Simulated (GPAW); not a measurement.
# HfB2 (P6/mmm) in GPAW: notebook

The runs below take HfB2 through single point, with PBE.

Program: GPAW 26.7.0. These are calculated values, not measurements. Logs are shortened: lines on timing, memory, paths and dates and some standing lists are left out, and cuts for length are marked. The log counts tension as positive stress, the text compression.

## Step 1: Starting point

The structure is hexagonal, space group P6/mmm (No. 191). The conventional cell has a = 3.140 Å, b = 3.140 Å, c = 3.480 Å, α = 90.00°, β = 90.00°, γ = 120.00°. Hf (site symmetry 6/mmm) is surrounded by 12 B at 2.51 Å. B (site symmetry -6m2) is surrounded by 3 B at 1.81 Å.

## Step 2: Single point, PBE

Input file run.py:

```python
from ase.dft.bandgap import bandgap
from ase.io import read, write
from ase.units import Bohr, GPa
from gpaw import GPAW, PW
from gpaw.elf import elf_from_dft_calculation

atoms = read('POSCAR')

calc = GPAW(mode=PW(800),
            xc='PBE',
            kpts={'size': (10, 10, 8), 'gamma': True},
            occupations={'name': 'methfessel-paxton', 'order': 0, 'width': 0.025},
            nbands=20,
            convergence={'density': 1e-05, 'energy': 1e-05},
            maxiter=150,
            txt='gpaw.txt')
atoms.calc = calc
energy = atoms.get_potential_energy()
forces = atoms.get_forces()
stress = atoms.get_stress()
calc.write('gs.gpw')
write('result.traj', atoms)
print(f'Energy: {energy:.6f} eV')
print('Forces (eV/A):')
print(forces.round(4))
print('Stress (GPa):', (stress / GPa).round(3))
print('Fermi level:', round(calc.get_fermi_level(), 4), 'eV')
print(f'Gap: {bandgap(calc)[0]:.4f} eV, direct: {bandgap(calc, direct=True)[0]:.4f} eV')

# fields on the real-space grid
write('density.cube', atoms, data=calc.get_pseudo_density() * Bohr**3)
write('potential.cube', atoms, data=calc.get_electrostatic_potential())
write('elf.cube', atoms, data=elf_from_dft_calculation(calc).data)
```

Input file POSCAR:

```
HfB2
1.0
    3.1400000000      0.0000000000      0.0000000000
   -1.5700000000      2.7193197679      0.0000000000
    0.0000000000      0.0000000000      3.4800000000
Hf B
1 2
Direct
    0.0000000000      0.0000000000      0.0000000000
    0.6666666667      0.3333333333      0.5000000000
    0.3333333333      0.6666666667      0.5000000000
```

Potentials or basis: GPAW PAW data sets (gpaw-data 1.2.1), pw.

On the command line:

```console
$ OMP_NUM_THREADS=1 python run.py
```

gpaw.txt:

```text
__  _  _
 | _ |_)|_||  |
 |__||  | ||/\| - 26.7.0

Input parameters:
  mode=PW(ecut=800.0),
  convergence={'density': 1e-05, 'energy': 1e-05},
  kpts=MonkhorstPack(size=(10, 10, 8), gamma=True),
  maxiter=150,
  nbands=20,
  occupations=Occupations(name='methfessel-paxton', order=0, width=0.025),
  xc=XC(name='PBE')

Diagonalizing LCAO Hamiltonian
Converting LCAO to pw mode

         B  B

       Hf

Atoms  # Å, Bohr magnetons
|   | symbol |         x |        y |        z |    initial magnetic moments |
|---|--------|-----------|----------|----------|-----------------------------|
| 0 |     Hf |  0.000000 | 0.000000 | 0.000000 | ( 0.0000,  0.0000,  0.0000) |
| 1 |      B |  1.570000 | 0.906440 | 1.740000 | ( 0.0000,  0.0000,  0.0000) |
| 2 |      B | -0.000000 | 1.812880 | 1.740000 | ( 0.0000,  0.0000,  0.0000) |

Unit cell  # Å
| periodic |         x |        y |        z |  lengths |     angles |
|----------|-----------|----------|----------|----------|------------|
|      yes |  3.140000 | 0.000000 | 0.000000 | 3.140000 |  90.000000 |
|      yes | -1.570000 | 2.719320 | 0.000000 | 3.140000 |  90.000000 |
|      yes |  0.000000 | 0.000000 | 3.480000 | 3.480000 | 120.000000 |

Number of symmetries: 24
Symmetry operations  # r_c * U_cc + t_c -> r_c
|    | kind |            matrix            |
|----|------|------------------------------|
|  0 |  σ   |  1, 1, 0,  0,-1, 0,  0, 0, 1 |
|  1 |  C2  |  1, 1, 0,  0,-1, 0,  0, 0,-1 |
|  2 |  C6  |  1, 1, 0, -1, 0, 0,  0, 0, 1 |
|  3 |  S6  |  1, 1, 0, -1, 0, 0,  0, 0,-1 |
|  4 |  E   |  1, 0, 0,  0, 1, 0,  0, 0, 1 |
|  5 |  σ   |  1, 0, 0,  0, 1, 0,  0, 0,-1 |
|  6 |  σ   |  1, 0, 0, -1,-1, 0,  0, 0, 1 |
|  7 |  C2  |  1, 0, 0, -1,-1, 0,  0, 0,-1 |
|  8 |  σ   |  0, 1, 0,  1, 0, 0,  0, 0, 1 |
|  9 |  C2  |  0, 1, 0,  1, 0, 0,  0, 0,-1 |
| 10 |  C3  |  0, 1, 0, -1,-1, 0,  0, 0, 1 |
| 11 |  S3  |  0, 1, 0, -1,-1, 0,  0, 0,-1 |
| 12 |  C6  |  0,-1, 0,  1, 1, 0,  0, 0, 1 |
| 13 |  S6  |  0,-1, 0,  1, 1, 0,  0, 0,-1 |
| 14 |  σ   |  0,-1, 0, -1, 0, 0,  0, 0, 1 |
| 15 |  C2  |  0,-1, 0, -1, 0, 0,  0, 0,-1 |
| 16 |  σ   | -1, 0, 0,  1, 1, 0,  0, 0, 1 |
| 17 |  C2  | -1, 0, 0,  1, 1, 0,  0, 0,-1 |
| 18 |  C2  | -1, 0, 0,  0,-1, 0,  0, 0, 1 |
| 19 |  i   | -1, 0, 0,  0,-1, 0,  0, 0,-1 |
| 20 |  C3  | -1,-1, 0,  1, 0, 0,  0, 0, 1 |
| 21 |  S3  | -1,-1, 0,  1, 0, 0,  0, 0,-1 |
| 22 |  σ   | -1,-1, 0,  0, 1, 0,  0, 0, 1 |
| 23 |  C2  | -1,-1, 0,  0, 1, 0,  0, 0,-1 |

BZ-sampling:
  Number of BZ points: 800
  Number of IBZ points: 70

  Monkhorst-Pack size: [10, 10, 8]
  Monkhorst-Pack shift: [0.05, 0.05, 0.0625]

K-points  # in reciprocal-cell coordinates
|     |                                coordinates |     weight |
|-----|--------------------------------------------|------------|
|   0 | (  0.00000000,   0.00000000,   0.00000000) | 0.00125000 |
|   1 | (  0.00000000,   0.00000000,   0.12500000) | 0.00250000 |
|   2 | (  0.00000000,   0.00000000,   0.25000000) | 0.00250000 |
|   3 | (  0.00000000,   0.00000000,   0.37500000) | 0.00250000 |
|   4 | (  0.00000000,   0.00000000,   0.50000000) | 0.00125000 |
|   5 | (  0.10000000,   0.00000000,   0.00000000) | 0.00750000 |
|   6 | (  0.10000000,   0.00000000,   0.12500000) | 0.01500000 |
|   7 | (  0.10000000,   0.00000000,   0.25000000) | 0.01500000 |
|   8 | (  0.10000000,   0.00000000,   0.37500000) | 0.01500000 |
|   9 | (  0.10000000,   0.00000000,   0.50000000) | 0.00750000 |
| ... |                                            |            |
|  69 | (  0.50000000,   0.50000000,   0.50000000) | 0.00375000 |

Plane wave coefficients: 1546
Cutoff: 800.0 eV

Spin-components: 1 (collinear spins)
Bands:           20
Projectors:      16
Spin-degeneracy: 2
Datatype:        complex128

Parallelization:
  kpt:    1
  domain: 1
  band:   1

Density:
  Valence electrons: 18.0
  Components: 1
  Grid points: [21 21 24]
  Charge: 0.0  # |e|

Potential:
  Grid points: [21 21 24]

species:
  Hf:
    name:    Hafnium
    Z:       72.0
    valence: 12
    core:    60
    charge:  0.0  # [|e|]
    compensation charges:
      type: gauss
      rc: 0.41  # [Å]
      lmax: 2
    cutoffs:
      filter: 2.36  # [Å]
      core: 4.02  # [Å]
    projectors
    | kind |    occ | energy [eV] | rcut [Å] |
    |------|--------|-------------|----------|
    |   5s |  2.000 |     -66.831 |    1.397 |
    |   6s |  2.000 |      -5.097 |    1.397 |
    |   5p |  6.000 |     -35.599 |    1.307 |
    |   6p |  0.000 |      -1.401 |    1.307 |
    |   5d |  2.000 |      -2.699 |    1.334 |
    |    d |        |      24.513 |    1.334 |

    Using partial waves for Hf as LCAO basis

  B:
    name:    Boron
    Z:       5.0
    valence: 3
    core:    2
    charge:  0.0  # [|e|]
    compensation charges:
      type: gauss
      rc: 0.20  # [Å]
      lmax: 2
    cutoffs:
      filter: 1.14  # [Å]
      core: 1.38  # [Å]
    projectors
    | kind |    occ | energy [eV] | rcut [Å] |
    |------|--------|-------------|----------|
    |   2s |  2.000 |      -9.443 |    0.635 |
    |   2p |  1.000 |      -3.606 |    0.635 |
    |    s |        |      17.768 |    0.635 |
    |    p |        |      23.605 |    0.635 |
    |    d |        |       0.000 |    0.635 |

    Using partial waves for B as LCAO basis

Reference energy: -411225.094410  # eV

eigensolver:
  PPCG
  Converge bands: occupied
  niter=2

density mixing:
  MSR1-Mixer
  Pratt-step length: 0.05
  Maximum mixing coefficient: 0.75
  Old densities: 10
  SVD Regularization: 0.005
  Good broyden scale: 1.0
  Trust region scale: 1.0
  Backstep threshold: 4.0
  History deletion threshold: 6.0
  Fourier metric: weight=20.0, sigma=0.015

occupation numbers:
  Methfessel-Paxton:
    width: 0.0250  # eV
    order: 0

poisson solver:
  ecut: 6400.0  # eV

xc functional:
  name: PBE with 2 nearest neighbor stencil

convergence criteria:
- Maximum integral of absolute [dens]ity change: 1e-05 electrons / valence electron
- Maximum [total energy] change in last 3 cyles: 1e-05 eV / valence electron
- Maximum integral of absolute [eigenst]ate change: 4e-08 eV^2 / valence electron
maximum number of iterations: 150

SCF iterations
|iter     | |      energy | eigst |  dens |
|---------|-|-------------|-------|-------|
|iter:   1| |  -25.135730 | -0.04 |       |
|iter:   2| |  -24.845453 | -2.51 | -0.98 |
|iter:   3| |  -23.933125 | -1.50 | -1.04 |
|iter:   4| |  -23.944325 | -3.13 | -1.77 |
|iter:   5| |  -23.950494 | -3.86 | -2.09 |
|iter:   6| |  -23.950584 | -5.13 | -2.95 |
|iter:   7| |  -23.950585c| -6.77 | -3.88 |
|iter:   8| |  -23.950585c| -7.83c| -4.36 |
|iter:   9| |  -23.950585c| -8.72c| -5.15c|

Converged in 9 steps
Energy contributions relative to reference atoms: (reference = -411225.094410)

Energy contributions:
  Kinetic:          26.625370
  Coulomb:         -23.943167
  Zero:             -0.424362
  External:          0.000000
  Xc:              -26.208242
  Entropy:          -0.000368
  Spinorbit:         0.000000
  ----------------------------
  Free energy:     -23.950769
  Extrapolated:    -23.950585

dipole moment: (-5.676955, -9.832774, -12.583314)  # |e|*Ang

Fermi level: 12.510
Eigenvalues  # (at kpt = [0.000, 0.000, 0.000])
| band index |      eig [eV] | occ [0-2] |
|------------|---------------|-----------|
|          0 |       -48.929 |     2.000 |
|          1 |       -18.003 |     2.000 |
|          2 |       -17.520 |     2.000 |
|          3 |       -17.520 |     2.000 |
|          4 |        -1.072 |     2.000 |
|          5 |         9.668 |     2.000 |
[... 9 lines left out ...]
|         15 |        17.705 |     0.000 |
|         16 |        20.454 |     0.000 |
|        ... |               |           |
|         19 |        33.592 |     0.000 |

No gap
No difference between direct/indirect transitions

Forces  # eV/Ang
|        x |        y |       z |
|----------|----------|---------|
|  0.00000 | -0.00000 | 0.00000 |  # Hf   0
| -0.00000 | -0.00000 | 0.00000 |  # B    1
|  0.00000 |  0.00000 | 0.00000 |  # B    2

Stress tensor  # eV/Ang^3
|         x |         y |         z |
|-----------|-----------|-----------|
| -0.010787 |  0.000000 |  0.000000 |
|  0.000000 | -0.010787 |  0.000000 |
|  0.000000 |  0.000000 | -0.018053 |

# Writing to gs.gpw (mode='')
```

Wall time 31 s (1 thread of Arm Neoverse V2, shared host); peak memory 0.19 GiB.

Results:

| Quantity | Value |
| --- | --- |
| Free energy | -23.9508 eV |
| Pressure | 2.1 GPa |
| Band gap on the k mesh | none (metal or under the smearing width) |

## Step 3: Single point, PBE

Input file run.py:

```python
from ase.dft.bandgap import bandgap
from ase.io import read, write
from ase.units import GPa
from gpaw import GPAW, PW

atoms = read('POSCAR')

calc = GPAW(mode=PW(800),
            xc='PBE',
            kpts={'size': (10, 10, 8), 'gamma': True},
            occupations={'name': 'methfessel-paxton', 'order': 0, 'width': 0.026000000000000002},
            nbands=20,
            convergence={'density': 1e-05, 'energy': 1e-05},
            maxiter=150,
            txt='gpaw.txt')
atoms.calc = calc
energy = atoms.get_potential_energy()
forces = atoms.get_forces()
stress = atoms.get_stress()
calc.write('gs.gpw')
write('result.traj', atoms)
print(f'Energy: {energy:.6f} eV')
print('Forces (eV/A):')
print(forces.round(4))
print('Stress (GPa):', (stress / GPa).round(3))
print('Fermi level:', round(calc.get_fermi_level(), 4), 'eV')
print(f'Gap: {bandgap(calc)[0]:.4f} eV, direct: {bandgap(calc, direct=True)[0]:.4f} eV')
```

POSCAR is that of step 2.

Potentials or basis: GPAW PAW data sets (gpaw-data 1.2.1), pw.

On the command line:

```console
$ OMP_NUM_THREADS=1 python run.py
```

Wall time 31 s (1 thread of Arm Neoverse V2, shared host); peak memory 0.19 GiB.

Results (log left out):

| Item | Value |
| --- | --- |
| Free energy | -23.9508 eV |
| Pressure | 2.1 GPa |
| Band gap on the k mesh | none (metal or under the smearing width) |

Stress tensor (GPa, compression positive):
```
1.73 0.00 0.00
0.00 1.73 0.00
0.00 0.00 2.89
```

Levels at points of the mesh, in eV from the Fermi level:
```tsv
k point	band 5	band 6	band 7	band 8	band 9	band 10	band 11	band 12	band 13	band 14
(0.00, 0.00, 0.00)	-13.58	-2.84	-2.75	-2.75	-2.63	4.17	4.17	4.80	4.80	5.17
(0.00, 0.00, 0.50)	-11.21	-8.19	-1.03	-1.03	0.48	0.48	1.15	1.15	2.38	5.28
(0.50, 0.50, 0.00)	-9.61	-8.91	-3.97	-3.28	-2.71	2.28	2.88	5.72	5.85	6.47
(0.50, 0.50, 0.50)	-10.19	-7.36	-4.81	-4.55	-2.54	4.18	4.31	6.38	7.33	7.48
```

## Step 4: Single point, PBE

Input file run.py:

```python
from ase import Atoms
from ase.dft.bandgap import bandgap
from ase.io import write
from ase.units import Bohr, GPa
from gpaw import GPAW, PW
from gpaw.elf import elf_from_dft_calculation

atoms = Atoms(['Hf', 'B', 'B'],
              cell=[[3.14, 0.0, 0.0],
                    [-1.57, 2.7193197679, 0.0],
                    [0.0, 0.0, 3.48]],
              scaled_positions=[[0.0, 0.0, 0.0],
                                [0.6666666667, 0.3333333333, 0.5],
                                [0.3333333333, 0.6666666667, 0.5]],
              pbc=True)

calc = GPAW(mode=PW(800),
            xc='PBE',
            kpts={'size': (10, 10, 8), 'gamma': True},
            occupations={'name': 'methfessel-paxton', 'order': 0, 'width': 0.027000000000000003},
            nbands=20,
            convergence={'density': 1e-05, 'energy': 1e-05},
            maxiter=150,
            txt='gpaw.txt')
atoms.calc = calc
energy = atoms.get_potential_energy()
forces = atoms.get_forces()
stress = atoms.get_stress()
calc.write('gs.gpw')
write('result.traj', atoms)
print(f'Energy: {energy:.6f} eV')
print('Forces (eV/A):')
print(forces.round(4))
print('Stress (GPa):', (stress / GPa).round(3))
print('Fermi level:', round(calc.get_fermi_level(), 4), 'eV')
print(f'Gap: {bandgap(calc)[0]:.4f} eV, direct: {bandgap(calc, direct=True)[0]:.4f} eV')

# fields on the real-space grid
write('density.cube', atoms, data=calc.get_pseudo_density() * Bohr**3)
write('potential.cube', atoms, data=calc.get_electrostatic_potential())
write('elf.cube', atoms, data=elf_from_dft_calculation(calc).data)
```

On the command line:

```console
$ OMP_NUM_THREADS=1 python run.py
```

It took 31 s on 1 thread of Arm Neoverse V2, shared host; peak memory 0.19 GiB.

Results (log left out):

- Free energy: -23.9508 eV
- Pressure: 2.1 GPa
- Band gap on the k mesh: none (metal or under the smearing width)

Stress tensor (GPa, compression positive):
```
1.73 0.00 0.00
0.00 1.73 0.00
0.00 0.00 2.89
```

Levels at points of the mesh, in eV from the Fermi level:
```csv
k point,band 7,band 8,band 9,band 10,band 11,band 12
"(0.00, 0.00, 0.00)",-2.75,-2.75,-2.63,4.17,4.17,4.80
"(0.00, 0.00, 0.50)",-1.03,-1.03,0.48,0.48,1.15,1.15
"(0.50, 0.50, 0.00)",-3.97,-3.28,-2.71,2.28,2.88,5.72
"(0.50, 0.50, 0.50)",-4.81,-4.55,-2.54,4.18,4.31,6.38
```

Spin-orbit coupling is left out, which matters for the levels of Hf.

(Part 1 of 2 ends here.)
